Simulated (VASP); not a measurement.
Wanted: the native input for a VASP 6.6.1 run.

* Task: relaxation of cell and atoms
* Functional: PBEsol
* Potentials or basis: VASP PAW PBE potentials, release 64 (W_sv, C)
* Cutoff: 600 eV
* k mesh: 10 × 10 × 9
* Occupations: fermi-dirac, width 0.05 eV
* Spin: no spin polarisation
* Further INCAR settings: ALGO = Normal; EDIFF = 1e-06; IBRION = 2; EDIFFG = -0.005; NSW = 40; ISIF = 3

The structure of WC (Qusongite) lies in POSCAR:

```
WC
1.0
    2.9065000000      0.0000000000      0.0000000000
   -1.4532500000      2.5171028361      0.0000000000
    0.0000000000      0.0000000000      2.8366000000
W C
1 1
Direct
    0.0000000000      0.0000000000      0.0000000000
    0.6666666667      0.3333333333      0.5000000000
```

These files were run (other wordings do the same):

INCAR

```
PREC = Accurate
ENCUT = 600
EDIFF = 1E-6
ISMEAR = -1
SIGMA = 0.05
LREAL = F
LASPH = T
NELM = 80
ALGO = Normal
ISIF = 3
LWAVE = F
LCHARG = F
GGA = PS
IBRION = 2
NSW = 40
EDIFFG = -0.005
```

KPOINTS

```
regular mesh
0
Gamma
  10 10 9
```

Potentials or basis: VASP PAW PBE potentials, release 64 (W_sv, C).

The run is started by

```bash
$ cat potpaw_PBE.64/W_sv/POTCAR potpaw_PBE.64/C/POTCAR > POTCAR
$ mpirun -np 1 vasp_std > vasp.out
```

Results of the run:

```yaml
Relaxed_volume: 10.32 Å³/atom
Relaxed_cell: a = 2.902 Å, b = 2.902 Å, c = 2.830 Å, α = 90.00°, β = 90.00°, γ = 120.00°
Space_group_after_relaxing_to_0.05_Å: P-6m2 (No. 187)
Energy_gained_by_relaxing: 0.4 meV/atom
Ionic_steps: 3
Pressure_after_relaxing: 0.0 GPa
Band_gap_on_the_k_mesh: none (metal or under the smearing width)
```

Caveat: the PAW data sets were made with another functional, which shifts forces and pressure a little.

It took 26 s on 1 thread of Intel(R) Xeon(R) Platinum 8488C (Sapphire Rapids) (shared host), peak memory 0.16 GiB.
